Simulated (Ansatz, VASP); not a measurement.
# One calculation of SrTiO3, two programs

INCAR

```
SYSTEM = SrTiO3
PREC     = Accurate       ! precision mode
ENCUT    = 520            ! plane-wave cutoff, eV
EDIFF    = 1E-7           ! SCF threshold, eV
ISMEAR   = 0              ! smearing method
SIGMA    = 0.05           ! smearing width, eV
LREAL    = .FALSE.        ! projectors in reciprocal space
LASPH    = .TRUE.         ! aspherical terms in the spheres
NELM     = 80             ! most SCF steps
ALGO     = Normal         ! electronic algorithm
ISIF     = 2              ! what is computed and relaxed
LWAVE    = .FALSE.        ! write WAVECAR
LCHARG   = .FALSE.        ! write CHGCAR
GGA      = PS             ! functional
NBANDS   = 28             ! bands
```

Contents of KPOINTS:

```
regular mesh
0
G
  8 8 8
  0 0 0
```

Contents of POSCAR:

```
SrTiO3
1.0
    3.8913815400      0.0000000000      0.0000000000
    0.0000000000      3.8913815400      0.0000000000
    0.0000000000      0.0000000000      3.8913815400
Sr Ti O
1 1 3
Direct
   -0.0249758558      0.0000000000      0.0000000000
    0.5428733864      0.5000000000      0.5000000000
    0.0004824937      0.5000000000      0.5000000000
    0.5040141471      0.0000000000      0.5000000000
    0.5040141471      0.5000000000      0.0000000000
```

Input for Ansatz:

```yaml
crystal:
  lattice:
    - [3.89138154, 0.0, 0.0]
    - [0.0, 3.89138154, 0.0]
    - [0.0, 0.0, 3.89138154]
  atoms:
    - { symbol: Sr, position: [-0.0249758558, 0.0, 0.0] }
    - { symbol: Ti, position: [0.5428733864, 0.5, 0.5] }
    - { symbol: O, position: [0.0004824937, 0.5, 0.5] }
    - { symbol: O, position: [0.5040141471, 0.0, 0.5] }
    - { symbol: O, position: [0.5040141471, 0.5, 0.0] }
basis:
  ecutwfc: 520.0
kpoints:
  mp_grid: { grid: [8, 8, 8] }
hamiltonian:
  xc: pbesol
  pseudopotentials: { kind: paw, azcp: { folder: soft_1 } }
scf:
  occupations: { method: gaussian, width: 0.05 }
output:
  forces: true
  stress: true
  eigenvalues: true
```

Change from the starting cell: mode 1 frozen in at -0.031 Å and mode 7 at +0.149 Å (largest displacements).

Alike in both runs: task single point; functional PBEsol; k mesh 8 × 8 × 8; occupations gaussian, width 0.05 eV; no spin polarisation.

```csv
,VASP,Ansatz
version,VASP 6.6.1,Ansatz 0.2.0
potentials or method,"VASP PAW PBE potentials, release 64 (Sr_sv, Ti_sv, O)","scalar-relativistic, plane waves, PAW"
plane-wave cutoff (eV),520,520
valence electrons in the cell,40,40
```

Ansatz gave:

```
gap on the k mesh at the Fermi level (eV)       : 1.89
least direct gap on the mesh (eV)               : 2.44
pressure (GPa)                                  : 2.6
largest component of the traceless stress (GPa) : 2.87
rms of the force components (eV/Å)              : 0.483
```

Q: Which values does VASP return?

A: gap on the k mesh at the Fermi level (eV): 1.85; least direct gap on the mesh (eV): 2.42; pressure (GPa): 3.2; largest component of the traceless stress (GPa): 2.97; rms of the force components (eV/Å): 0.510.

Atom by atom the forces differ by 0.031 eV/Å (rms over components). Ansatz warned: «pseudo_functional_mismatch».

Caveats: the PAW data sets were made with another functional, which shifts forces and pressure a little (VASP). A k mesh can miss the band edges.
